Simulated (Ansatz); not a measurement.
Input, command and steps of an Ansatz relaxation.

```yaml
crystal:
  lattice:
    - [1.8644261155, 1.8644261155, 0.0]
    - [-1.8644261155, 1.8644261155, 0.0]
    - [0.0, 0.0, 3.9133727537]
  atoms:
    - { symbol: Ir, position: [0.0, 0.0, 0.0] }
    - { symbol: Ir, position: [0.5, 0.5, 0.5] }
basis:
  ecutwfc: 500
kpoints:
  mp_grid: { grid: [20, 20, 14] }
hamiltonian:
  xc: r2scan
scf:
  occupations: { method: gaussian, width: 0.1 }
output:
  forces: true
  stress: true
  eigenvalues: true
relax:
  adjacent_minimum: "off"
  f_tol: 0.008
  max_steps: 40
  cell: { stress_tol: 0.015, fix: [a, b, gamma] }
```

```bash
ansatz run input.yaml --threads 1 --pin off --max-ram 2560MiB --backend cpu --events-out ev --progress --plain --runs-dir out
```

The calculation used DFT r2SCAN, scalar-relativistic, plane waves, PAW (Ansatz 0.2.0).

Of 5 frames 4 are shown, positions in Å and forces in eV/Å; the SCF threshold varies from step to step. Steps run on the plane waves of an earlier cell, with a Pulay correction in the pressure. The basis is chosen afresh for the last frame, the zero of the energies, and at times for earlier ones too; energy and pressure step there, also at an unchanged geometry. The mark taken_back stands on steps that the optimiser undid.

```xyz
2
Lattice="1.8644 1.8644 0.0000 -1.8644 1.8644 0.0000 0.0000 0.0000 3.9134" Properties=species:S:1:pos:R:3:forces:R:3 pbc="T T T" step=1 free_energy_over_end_meV_per_atom=1.17 pressure_GPa=18.74
Ir    0.0000    0.0000    0.0000    0.0000    0.0000    0.0000
Ir    0.0000    1.8644    1.9567    0.0000    0.0000    0.0000
2
Lattice="1.8644 1.8644 0.0000 -1.8644 1.8644 0.0000 0.0000 0.0000 3.9753" Properties=species:S:1:pos:R:3:forces:R:3 pbc="T T T" step=2 free_energy_over_end_meV_per_atom=2.64 pressure_GPa=12.12 taken_back
Ir    0.0000    0.0000    0.0000    0.0000    0.0000    0.0000
Ir    0.0000    1.8644    1.9876    0.0000    0.0000    0.0000
2
Lattice="1.8644 1.8644 0.0000 -1.8644 1.8644 0.0000 0.0000 0.0000 3.9391" Properties=species:S:1:pos:R:3:forces:R:3 pbc="T T T" step=3 free_energy_over_end_meV_per_atom=0.07 pressure_GPa=15.90
Ir    0.0000    0.0000    0.0000    0.0000    0.0000    0.0000
Ir    0.0000    1.8644    1.9696    0.0000    0.0000    0.0000
2
Lattice="1.8644 1.8644 0.0000 -1.8644 1.8644 0.0000 0.0000 0.0000 3.9383" Properties=species:S:1:pos:R:3:forces:R:3 pbc="T T T" step=5 free_energy_over_end_meV_per_atom=0.00 pressure_GPa=15.98
Ir    0.0000    0.0000    0.0000    0.0000    0.0000    0.0000
Ir    0.0000    1.8644    1.9692    0.0000    0.0000    0.0000
```

Time: 2.4 min on 1 thread of Intel(R) Xeon(R) Platinum 8488C (Sapphire Rapids), on a shared host, peak memory 0.69 GiB.

Spin–orbit coupling is left out, which can shift energies with elements as heavy as these.